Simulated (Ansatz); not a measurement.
SiC: equation of state with PBE

Crystal: SiC.

```
Si C
1.0
     3.07569    0.00000    0.00000
    -1.53785    2.66363    0.00000
     0.00000    0.00000   10.07065
Si C
4 4
Direct
  0.00000 0.00000 0.18789
  0.00000 0.00000 0.68789
  0.33333 0.66667 0.43784
  0.66667 0.33333 0.93784
  0.00000 0.00000 0.00046
  0.00000 0.00000 0.50046
  0.33333 0.66667 0.24980
  0.66667 0.33333 0.74980
```

The cell is a database's computed one.

| Quantity | Value |
| --- | --- |
| Program | Ansatz 0.2.0 |
| Task | equation of state |
| Functional | PBE |
| Potentials or basis | Ansatz PAW earlier set |
| Cutoff | 820 eV |
| Density cutoff | 3280 eV |
| k mesh | 10 × 10 × 3 |
| Occupations | fermi-dirac, width 0.05 eV |
| Spin | no spin polarisation |

```yaml
Equilibrium_volume: 10.50 Å³/atom
Bulk_modulus_at_fixed_shape_and_positions: 213 GPa
Pressure_derivative_of_the_bulk_modulus: 3.9
```

Energy against volume, from the lowest point:
```
volume (Å³/atom)  energy (meV/atom)
           9.694              46.47
           9.900              24.80
          10.107              10.26
          10.313               2.19
          10.519               0.00
          10.726               3.14
          10.932              11.13
```

All runs of the series together: 45 s on 2 threads of Arm Neoverse V2, on a shared host.

Caveat: the cell was scaled at fixed shape and fractional positions, which overstates the stiffness of a crystal with free parameters, most of all of layers and chains.
